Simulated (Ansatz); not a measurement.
Space group P6_3/mmc (No. 194). a = 2.689 Å, b = 2.689 Å, c = 4.329 Å, α = 90.00°, β = 90.00°, γ = 120.00°
```
atom site symmetry x y z
  Rh    2c      -6m2  0.6667  0.3333  0.7500
```

Equation of state of this Rh structure (not necessarily the ground state), with shape and atoms relaxed at each volume where symmetry leaves them free. It has no gap at any of these volumes. All numbers below come from Ansatz 0.2.0, DFT PBEsol, scalar-relativistic, plane waves, PAW.

Cutoff 420 eV; k points 18×18×10 on the computed 2-atom cell (Γ-centred); Gaussian smearing, width 0.10 eV; no spin polarisation.

| V (Å³/atom) | E − E(largest V) (meV/atom) | P (GPa) |
| --- | --- | --- |
| 11.925 | 127.83 | 51.74 |
| 12.332 | 18.46 | 35.10 |
| 12.738 | -52.30 | 21.22 |
| 13.145 | -90.83 | 9.64 |
| 13.551 | -102.52 | 0.00 |
| 13.958 | -91.84 | -8.03 |
| 14.365 | -62.56 | -14.69 |
| 14.907 | 0.00 | -21.83 |

**Question.** Fit a third-order Birch–Murnaghan equation to E(V).

**Answer.** V0 = 13.55 Å³/atom, B0 = 293 GPa, B0' = 5.1.

This form isn't the element's structure at ambient conditions.